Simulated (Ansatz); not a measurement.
# KZnF3 (Pm-3m): relaxing the cell for a phonon run

Aim: bring KZnF3 (Pm-3m) to small forces and stress, as phonons need.

Main program and level: Ansatz 0.2.0; DFT LDA, scalar-relativistic, plane waves, PAW.

**1. The structure**

It takes space group Pm-3m (No. 221, cubic). Conventional cell: a = 4.050 Å, b = 4.050 Å, c = 4.050 Å, α = 90.00°, β = 90.00°, γ = 90.00°. Nearest to K lie 12 F at 2.86 Å. Nearest to Zn lie 6 F at 2.02 Å. Nearest to F lie 2 Zn at 2.02 Å and 4 K at 2.86 Å. Farther neighbours and most contacts between anions are not listed.

**2. Probe on a coarse mesh**

A quick single point on a coarse mesh tells whether the cell has a gap and how far it is from rest, which sets the k mesh and smearing that follow.

File input.yaml:

```yaml
crystal:
  lattice:
    - [4.05, 0.0, 0.0]
    - [0.0, 4.05, 0.0]
    - [0.0, 0.0, 4.05]
  atoms:
    - { symbol: K, position: [0.0, 0.0, 0.0] }
    - { symbol: Zn, position: [0.5, 0.5, 0.5] }
    - { symbol: F, position: [0.5, 0.5, 0.0] }
    - { symbol: F, position: [0.0, 0.5, 0.5] }
    - { symbol: F, position: [0.5, 0.0, 0.5] }
kpoints:
  mp_grid: { grid: [4, 4, 4] }
hamiltonian:
  xc: lda
scf:
  occupations: { method: gaussian, width: 0.1 }
output:
  forces: true
  stress: true
  eigenvalues: true
```

Run with:

```
> ansatz run input.yaml --threads 4 --pin off --max-ram 7168MiB --backend cpu --events-out ev --progress --plain --runs-dir out
```

Numbers of over 12 decimals in the logs are rounded to 6 here.

What it wrote:

```text
Engine: ansatz 0.2.0, aarch64-unknown-linux-gnu
Pseudopotentials: kind: paw
Pseudopotential: K, paw, valence charge 9, recommended cutoff 420 eV (normal), K.paw.azcp
Pseudopotential: Zn, paw, valence charge 12, recommended cutoff 420 eV (normal), Zn.paw.azcp
Pseudopotential: F, paw, valence charge 7, recommended cutoff 420 eV (normal), F.paw.azcp
Functional definition: SPW92
  exchange = slater_x
  correlation = pw_c
[...]
--- Band table (eV; the first three rows and the last of 10) ---
  k-point 0: bands = [... 17 lower, 1.7354, 1.9436, 1.9436, 1.9436, 7.3623, 12.2514, 12.2514, 12.8205]
  k-point 1: bands = [... 17 lower, 1.7755, 1.9286, 1.9860, 1.9860, 8.5034, 12.4619, 12.7216, 13.5936]
  k-point 2: bands = [... 17 lower, 1.7652, 2.0691, 2.0691, 2.0987, 10.1609, 11.8116, 13.2317, 14.6966]
  k-point 9: bands = [... 17 lower, 2.3271, 2.3271, 3.7299, 3.7299, 11.9944, 11.9944, 11.9944, 13.7854]
[key lines of the parts left out:]
SCF converged after 7 iterations
Free energy (F): -7128.374758 eV
Fermi energy:    5.548798 eV
P = ⅓ Tr σ = -4.8011 GPa (-48.011 kbar)
```

The job ended after 1.9 s (4 threads of Arm Neoverse N1, shared host; peak memory 0.31 GiB; 2.5 s of CPU time).

A gap read on the k-mesh alone can miss the band edges.

Numbers from this step:

* pressure: -4.801 GPa
* gap on the k-mesh: 3.632 eV
* volume per atom: 13.29 Å³
* direct gap on mesh: 5.419 eV

The coarse mesh shows a gap of 3.63 eV and a pressure of -4.8 GPa.

**3. Bringing the structure to rest**

The cell and atoms are relaxed, since residual forces and stress would shift the frequencies.

input.yaml, the sections that differ from step 2:

```yaml
kpoints:
  mp_grid: { grid: [6, 6, 6] }
scf:
  occupations: { method: gaussian, width: 0.02 }
relax:
  adjacent_minimum: "off"
  f_tol: 0.005
  max_steps: 80
  cell: { stress_tol: 0.05 }
# crystal, hamiltonian, output: as in step 2
```

What it wrote:

```text
[...]
Crystal: 5 atoms, lattice volume = 66.430 Å³
Basis set: ecut = 420 eV, 1309 PW (Γ)
Bands: 26, of which v1, the nominal top of the filled ones, is band 21 counted from 1 (20 counted from 0)
Symmetry: 48 space group operations
[...]
k-points: 20 of 216
[...]
SCF iter   1: F=—  HF=-7128.435964 eV  |F-HF|=—  |Δ(HF+E_count)|=         —  Δρ=2.09e-2  dr2=2.02e-1  ethr=1.77e-3  ⟨swp⟩=6.2  Hψ=2563  notcnv=0
[...]
SCF iter   7: F=-7128.375181 eV  HF=-7128.375181 eV  |F-HF|=1.91e-8  |Δ(HF+E_count)|=   2.02e-7  Δρ=7.92e-6  dr2=7.52e-8  ethr=2.38e-10  ⟨swp⟩=6.7  Hψ=2288  notcnv=0
SCF 1 converged in 7 iterations: F = -7128.375181 eV  dr2 = 7.52e-8
[...]
relax step   1: F+E_penalty+E_count = -7128.37518058 eV  Δ(F+E_penalty+E_count) = +0.000e0 eV  max|allowed force component| = 3.963e-28 eV/Å  Δτ_max = 0.0000 Å  P = -4.795 GPa  Ω = 66.430 Å³  (7 SCF iters, dr2 threshold 1.00e-7 eV, accepted)
Crystal: 5 atoms, lattice volume = 64.265 Å³
Basis set: ecut = 420 eV, 1237 PW (Γ)
[...]
iter 1 solved again at ethr=2.18e-5 eV; its pass at ethr=3.10e-3 eV (dr2=9.16e-3 eV) is discarded
[...]
SCF iter   6: F=-7128.432673 eV  HF=-7128.432673 eV  |F-HF|=2.34e-8  |Δ(HF+E_count)|=   3.70e-6  Δρ=1.47e-5  dr2=1.92e-7  ethr=1.19e-9  ⟨swp⟩=3.8  Hψ=2292  notcnv=0
SCF 2 converged in 6 iterations: F = -7128.432673 eV  dr2 = 1.92e-7
relax step   2: F+E_penalty+E_count = -7128.43267298 eV  Δ(F+E_penalty+E_count) = -5.749e-2 eV  max|allowed force component| = 4.412e-29 eV/Å  Δτ_max = 0.0000 Å  P = -1.918 GPa  Ω = 64.265 Å³  energy of the carried Pulay correction = +1.160e-2 eV  (6 SCF iters, dr2 threshold 5.00e-7 eV, accepted)
Crystal: 5 atoms, lattice volume = 62.898 Å³
[...]
SCF iter   6: F=-7128.447875 eV  HF=-7128.447875 eV  |F-HF|=8.16e-9  |Δ(HF+E_count)|=   1.38e-6  Δρ=9.50e-6  dr2=7.79e-8  ethr=1.19e-9  ⟨swp⟩=2.6  Hψ=2005  notcnv=0
SCF 3 converged in 6 iterations: F = -7128.447875 eV  dr2 = 7.79e-8
relax step   3: F+E_penalty+E_count = -7128.44787469 eV  Δ(F+E_penalty+E_count) = -1.520e-2 eV  max|allowed force component| = 2.293e-29 eV/Å  Δτ_max = 0.0000 Å  P = +0.156 GPa  Ω = 62.898 Å³  energy of the carried Pulay correction = +1.912e-2 eV  (6 SCF iters, dr2 threshold 5.00e-7 eV, accepted)
[...]
relax step   4: F+E_penalty+E_count = -7128.44738384 eV  Δ(F+E_penalty+E_count) = +4.908e-4 eV  max|allowed force component| = 1.625e-29 eV/Å  Δτ_max = 0.0000 Å  P = +0.001 GPa  Ω = 62.995 Å³  energy of the carried Pulay correction = +1.858e-2 eV  (5 SCF iters, dr2 threshold 6.05e-8 eV, accepted)
[...]
relax step   5: F+E_penalty+E_count = -7128.43373682 eV  Δ(F+E_penalty+E_count) = +1.365e-2 eV  max|allowed force component| = 1.161e-29 eV/Å  Δτ_max = 0.0000 Å  P = -0.416 GPa  Ω = 62.995 Å³  stress off target by 4.16e-1 GPa  SCF on the basis re-selected at this cell (its energy is not comparable with the rows above)  (7 SCF iters)
[...]
relax step   6: F+E_penalty+E_count = -7128.43549194 eV  Δ(F+E_penalty+E_count) = -1.755e-3 eV  max|allowed force component| = 4.470e-30 eV/Å  Δτ_max = 0.0000 Å  P = -0.002 GPa  Ω = 62.735 Å³  energy of the carried Pulay correction = +1.416e-3 eV  (4 SCF iters, dr2 threshold 4.32e-7 eV, accepted)
[...]
SCF iter   7: F=-7128.434065 eV  HF=-7128.434065 eV  |F-HF|=1.82e-12  |Δ(HF+E_count)|=  1.73e-11  Δρ=7.25e-8  dr2=1.98e-12  ethr=1.00e-12  ⟨swp⟩=3.9  Hψ=1641  notcnv=0
SCF 7 converged in 7 iterations: F = -7128.434065 eV  dr2 = 1.98e-12
relax step   7: F+E_penalty+E_count = -7128.43406518 eV  Δ(F+E_penalty+E_count) = +1.427e-3 eV  max|allowed force component| = 3.425e-30 eV/Å  Δτ_max = 0.0000 Å  P = -0.026 GPa  Ω = 62.735 Å³  stress off target by 2.59e-2 GPa  SCF on the basis re-selected at this cell (its energy is not comparable with the rows above)  (7 SCF iters)
[...]
SCF converged after 7 iterations
Free energy (F): -7128.434065 eV
[...]
Internal energy: -7128.434065 eV  (E = F + TS)
E sigma→0 (E₀):  -7128.434065 eV
Fermi energy:    6.529658 eV
[...]
--- Stress (GPa, compression-positive) ---
       -0.025943       0.000000       0.000000
        0.000000      -0.025943      -0.000000
        0.000000      -0.000000      -0.025943
  P = ⅓ Tr σ = -0.0259 GPa (-0.259 kbar)
--- Band table (eV; the first three rows and the last of 20) ---
  k-point 0: bands = [... 17 lower, 2.2534, 2.5090, 2.5090, 2.5090, 8.4258, 12.8940, 12.8940, 13.8671, ... 1 higher]
  k-point 1: bands = [... 17 lower, 2.3020, 2.5411, 2.5411, 2.5695, 8.9884, 13.1430, 13.1492, 14.1542, ... 1 higher]
  k-point 2: bands = [... 17 lower, 2.3081, 2.6638, 2.6638, 2.8342, 10.3228, 13.2237, 13.6688, 15.2325, ... 1 higher]
  k-point 19: bands = [... 17 lower, 2.9025, 2.9025, 4.6334, 4.6334, 12.8137, 12.8137, 12.8137, 15.1574, ... 1 higher]
--- Relaxed structure (5 steps of the walk, 5 accepted, 2 SCFs on fresh bases) ---
  F+E_penalty+E_count = -7128.43406518 eV   max|allowed force component| = 3.425e-30 eV/Å   (the final SCF, on the basis selected at the relaxed cell)
  cell:  # Å, volume = 62.7351 Å³
    - [3.973472, 0, 0]
    - [0, 3.973472, 0.0]
    - [0, 0, 3.973472]
  atoms:
    - { symbol: K, position: [0, 0, 0] }
    - { symbol: Zn, position: [0.5, 0.5, 0.5] }
    - { symbol: F, position: [0.5, 0.5, 0] }
    - { symbol: F, position: [0, 0.5, 0.5] }
    - { symbol: F, position: [0.5, 0, 0.5] }
```

Wall time 19 s (4 threads); peak memory 0.36 GiB.

Relaxation path:

| step | energy less that of the first step (eV) | largest force component (eV/Å) | pressure (GPa) | volume (Å³) |
| --- | --- | --- | --- | --- |
| 1 | 0.0000 | 0.0000 | -4.79 | 66.43 |
| 2 | -0.0575 | 0.0000 | -1.92 | 64.26 |
| 3 | -0.0727 | 0.0000 | 0.16 | 62.90 |
| 4 | -0.0722 | 0.0000 | 0.00 | 63.00 |
| 5* | -0.0586 | 0.0000 | -0.42 | 63.00 |
| 6 | -0.0603 | 0.0000 | 0.00 | 62.74 |
| 7* | -0.0589 | 0.0000 | -0.03 | 62.74 |

Relaxation steps marked * repeat the geometry before them on a plane-wave basis chosen anew for their cell, so energy and pressure can jump there.

Forces are held to the 48 operations that the run works with; a distortion that breaks them can't arise in this run.

```csv
"conventional cell, symmetrised",before,after,change
a (Å),4.050,3.973,-1.9 %
b (Å),4.050,3.973,-1.9 %
c (Å),4.050,3.973,-1.9 %
volume (Å³/atom),13.29,12.55,-5.6 %
```

This step gave:

| Property | Result |
| --- | --- |
| pressure | -0.02594 GPa |
| gap on the k-mesh | 3.792 eV |
| volume per atom | 12.55 Å³ |
| direct gap on mesh | 5.917 eV |

In this step the volume went from 13.29 to 12.55 Å³/atom.

**4. Tight relaxation**

Phonons need a cell at rest on their own settings, so the relaxation is repeated with tight tolerances on forces and stress on the k mesh and occupations of the first response run.

File input.yaml:

```yaml
crystal:
  lattice:
    - [3.9734716138, 0.0, 0.0]
    - [0.0, 3.9734716138, 0.0]
    - [0.0, 0.0, 3.9734716138]
  atoms:
    - { symbol: K, position: [0.0, 0.0, 0.0] }
    - { symbol: Zn, position: [0.5, 0.5, 0.5] }
    - { symbol: F, position: [0.5, 0.5, 0.0] }
    - { symbol: F, position: [0.0, 0.5, 0.5] }
    - { symbol: F, position: [0.5, 0.0, 0.5] }
kpoints:
  mp_grid: { grid: [8, 8, 8] }
hamiltonian:
  xc: lda
scf:
  occupations: { method: fixed }
output:
  forces: true
  stress: true
  eigenvalues: true
relax:
  adjacent_minimum: "off"
  f_tol: 0.001
  max_steps: 60
  cell: { stress_tol: 0.01 }
```

What it wrote:

```text
[...]
Crystal: 5 atoms, lattice volume = 62.735 Å³
Basis set: ecut = 420 eV, 1237 PW (Γ)
Bands: 26, of which v1, the nominal top of the filled ones, is band 21 counted from 1 (20 counted from 0)
[... 1 set-up line as in the run before ...]
[...]
k-points: 35 of 512
[...]
--- Relaxed structure (3 steps of the walk, 3 accepted, 2 SCFs on fresh bases) ---
[...]
cell:  # Å, volume = 62.7203 Å³
    - [3.973161, 0, 0]
    - [0, 3.973161, 0.0]
    - [0, 0.0, 3.973161]
  atoms:
    - { symbol: K, position: [0, 0, 0] }
    - { symbol: Zn, position: [0.5, 0.5, 0.5] }
    - { symbol: F, position: [0.5, 0.5, 0] }
    - { symbol: F, position: [0, 0.5, 0.5] }
    - { symbol: F, position: [0.5, 0, 0.5] }
[key lines of the parts left out:]
SCF converged after 5 iterations
Free energy (F): -7128.433936 eV
Fermi energy:    4.637260 eV
P = ⅓ Tr σ = -0.0009 GPa (-0.009 kbar)
```

Wall time 17 s (4 threads); peak memory 0.38 GiB.

Little changed from the start: no atom moved by 0.005 Å and no cell edge by 0.1 %.

Numbers from this step:

* pressure: -8.82e-4 GPa
* gap on the k-mesh: 3.793 eV
* volume per atom: 12.54 Å³
* direct gap on mesh: 5.919 eV

The forces vanish by symmetry and the pressure is -0.001 GPa, within the tolerances set. The cell now holds 12.54 Å³/atom.

**5. Summary of results**

```
space group after relaxation (within 0.01 Å) : Pm-3m
lattice constant a                           : 3.973 Å
lattice constant b                           : 3.973 Å
lattice constant c                           : 3.973 Å
volume per atom                              : 12.5 Å³
gap on the k-mesh                            : 3.79 eV
```

The forces vanish by symmetry and the pressure is -0.001 GPa, within the tolerances set. The cell now holds 12.54 Å³/atom. The relaxation keeps the symmetry of its start, so it says nothing on stability against lower symmetry.

[Logs are printed without paths, hosts, clocks, repeated set-up lines and the standing remarks that a program may print on its own settings, such as how far it seeks lower states.]

[Hosts, paths, dates, database ids (printed as entryN), source tags and the programs' standing remarks are cut or masked in the printed files.]
